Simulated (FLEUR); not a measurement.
# C (Fd-3m) in FLEUR: a series of runs, part 2 of 2

FLEUR MaX-R8.1 (later development tree).

## (5) Equation of state, LDA, 5.67 Å³/atom

inp.xml

```xml
<?xml version="1.0" encoding="UTF-8" standalone="no"?>
<fleurInput fleurInputVersion="0.39">
   <comment>
      C                                                                                                   
   </comment>
   <calculationSetup>
      <cutoffs Kmax="5.34" Gmax="16.6" GmaxXC="16.6" numbands="0"/>
      <scfLoop itmax="60" minDistance="0.00001" maxIterBroyd="15" imix="Anderson" alpha="0.05" precondParam="0.0" spinf="2.0" sdNocoIR="T"/>
      <coreElectrons ctail="T" frcor="F" kcrel="0" coretail_lmax="0"/>
      <xcFunctional name="vwn" relativisticCorrections="F"/>
      <magnetism jspins="1"/>
      <soc l_soc="F" theta="0.0" phi="0.0" spav="F"/>
      <expertModes spex="0" secvar="F"/>
      <geometryOptimization l_f="F" forcealpha="1.0" forcemix="BFGS" epsdisp="0.00001" epsforce="0.00001"/>
      <ldaU l_linMix="F" mixParam="0.05" spinf="1.0"/>
   </calculationSetup>
   <cell>
      <bzIntegration valenceElectrons="8.0" mode="hist" fermiSmearingEnergy="0.00183747">
         <kPointListSelection listName="default-1"/>
         <!-- k-points included here -->
         <xi:include xmlns:xi="http://www.w3.org/2001/XInclude" href="kpts.xml"> </xi:include>
      </bzIntegration>
      <!-- symmetry operations included here -->
      <xi:include xmlns:xi="http://www.w3.org/2001/XInclude" href="sym.xml"> </xi:include>
      <bulkLattice scale="1.0000000000">
         <bravaisMatrix>
            <row-1>    0.0000000000000000     3.3700808788279017     3.3700808788279017</row-1>
            <row-2>    3.3700808788279017     0.0000000000000000     3.3700808788279017</row-2>
            <row-3>    3.3700808788279017     3.3700808788279017     0.0000000000000000</row-3>
         </bravaisMatrix>
      </bulkLattice>
   </cell>
   <atomSpecies>
      <species name="Carbon (C)" element="C" atomicNumber="6">
         <mtSphere radius="1.31" gridPoints="447" logIncrement="0.023"/>
         <atomicCutoffs lmax="8" lnonsphr="6"/>
         <electronConfig flipSpins="F">
            <coreConfig>(1s1/2)</coreConfig>
            <valenceConfig>(2s1/2) (2p1/2) (2p3/2)</valenceConfig>
            <stateOccupation state="(2p1/2)" spinUp="0.333333" spinDown="0.333333"/>
            <stateOccupation state="(2p3/2)" spinUp="0.666667" spinDown="0.666667"/>
         </electronConfig>
         <energyParameters s="2" p="2" d="3" f="4"/>
         <lo type="SCLO" l="0" n="2" eDeriv="2"/>
         <lo type="SCLO" l="1" n="2" eDeriv="2"/>
         <lo type="SCLO" l="2" n="3" eDeriv="2"/>
      </species>
   </atomSpecies>
   <atomGroups>
      <atomGroup species="Carbon (C)">
         <relPos label="                   1">-3.000/8.000 -3.000/8.000 -3.000/8.000</relPos>
         <relPos label="                   2">3.000/8.000 3.000/8.000 3.000/8.000</relPos>
         <force calculate="T" relaxXYZ="TTT"/>
      </atomGroup>
   </atomGroups>
   <output dos="F" band="F" slice="F">
      <checks vchk="F" cdinf="F"/>
      <bandDOS minEnergy="-.5*Htr" maxEnergy="0.5*Htr" sigma="0.015" storeEVData="T"/>
      <vacuumDOS vacdos="F" integ="F" star="F" nstars="0" locx1="0.0" locy1="0.0" locx2="0.0" locy2="0.0" nstm="0" tworkf="0.0"/>
      <unfoldingBand unfoldBand="F" supercellX="1" supercellY="1" supercellZ="1"/>
      <plotting iplot="0" polar="F">
         <plot TwoD="T" vec1="  1.0  0.0  0.0" vec2="  0.0  1.0  0.0" vec3="  0.0  0.0  1.0" zero="  0.0  0.0  0.0" file="plot"/>
      </plotting>
      <chargeDensitySlicing numkpt="0" minEigenval="0.0" maxEigenval="0.0" nnne="0" pallst="F"/>
      <specialOutput eonly="F"/>
      <moessbauerParams electricFieldGradient="T" isomerShift="T" coreHyperfine="T" valenceHyperfine="T"/>
      <magneticCircularDichroism mcd="F" energyLo="-10.0" energyUp="0.0"/>
   </output>
  <!-- We include the file relax.xml here to enable relaxations (see documentation) -->
  <xi:include xmlns:xi="http://www.w3.org/2001/XInclude" href="relax.xml"> <xi:fallback/> </xi:include>
</fleurInput>
```

Command:

```sh
> inpgen -f crystal.txt -profile fastHighL
> # inp.xml edited to the form shown
> fleur_MPI
```

It took 10 s on 1 thread of Arm Neoverse V1, shared host; peak memory 0.08 GiB.

Results (log left out):

| Item | Value |
| --- | --- |
| Free energy | -2057.9722 eV |
| Band gap on the k mesh | 4.11 eV, indirect (least direct gap 5.55 eV) |
| Valence electrons inside the program's atomic spheres | C 1.96 (radii C 1.31 bohr) |

Caveat: an odd mesh through Γ misses points on the zone boundary, where band edges often lie.

## (6) Equation of state, LDA, 5.90 Å³/atom (volume scaled by 1.04)

Edit inp.xml of step 5 so:

```diff
@@ -24,3 +24,3 @@
       <xi:include xmlns:xi="http://www.w3.org/2001/XInclude" href="sym.xml"> </xi:include>
-      <bulkLattice scale="1.0000000000">
+      <bulkLattice scale="1.0131594038">
          <bravaisMatrix>
```

Potentials or basis: all-electron, FLAPW.

Command:

```sh
> inpgen -f crystal.txt -profile fastHighL
> # inp.xml edited to the form shown
> fleur_MPI
```

Run time: 11 s. Hardware: 1 thread of Arm Neoverse V1, shared host; peak memory 0.08 GiB.

The run converged. Its results:

| Property | Result |
| --- | --- |
| Free energy | -2057.9125 eV |
| Band gap on the k mesh | 4.02 eV, indirect (least direct gap 5.44 eV) |
| Valence electrons inside the program's atomic spheres | C 1.92 (radii C 1.31 bohr) |

Caveat: an odd mesh through Γ misses points on the zone boundary, where band edges often lie.

## (7) Equation of state, LDA, 6.01 Å³/atom (volume scaled by 1.06)

Edit inp.xml of step 6 so:

```diff
@@ -24,3 +24,3 @@
       <xi:include xmlns:xi="http://www.w3.org/2001/XInclude" href="sym.xml"> </xi:include>
-      <bulkLattice scale="1.0131594038">
+      <bulkLattice scale="1.0196128224">
          <bravaisMatrix>
```

Command:

```sh
> inpgen -f crystal.txt -profile fastHighL
> # inp.xml edited to the form shown
> fleur_MPI
```

Run time: 11 s. Hardware: 1 thread of Arm Neoverse V1, shared host; peak memory 0.08 GiB.

It converged, with:

```
Free energy                                           : -2057.8674 eV
Band gap on the k mesh                                : 3.97 eV, indirect (least direct gap 5.38 eV)
Valence electrons inside the program's atomic spheres : C 1.91 (radii C 1.31 bohr)
```

Caveat: an odd mesh through Γ misses points on the zone boundary, where band edges often lie.

## (8) Equation of state, LDA

Potentials or basis: all-electron, FLAPW.

This step only gathers the single runs of the series.

Results:

```yaml
Equilibrium_volume: 5.51 Å³/atom
Bulk_modulus: 468 GPa
Pressure_derivative_of_the_bulk_modulus: "3.6 (rough: it moves with the points fitted)"
```

Energy against volume, from the lowest point:
| volume (Å³/atom) | energy (meV/atom) |
| --- | --- |
| 5.332 | 7.49 |
| 5.445 | 0.00 |
| 5.672 | 6.00 |
| 5.899 | 35.81 |
| 6.012 | 58.39 |

## (9) How close it comes

Step 8. Against the measured bulk modulus of C, 442 GPa (quoted in “Equation of state of cubic boron nitride at high pressures and temperatures”, 2007, arxiv:cond-mat/0702656), the calculated 468 GPa is off by +5.9 %. 3 values of this kind are on record (442 to 444.8 GPa); this one was drawn at random among those near their median, those with a stated uncertainty first. The fit is for a static lattice scaled at fixed shape and fixed fractional positions. The cell as given is a measured one (5.67 Å³/atom); LDA puts the equilibrium volume -2.9 % from it, thermal expansion not counted.
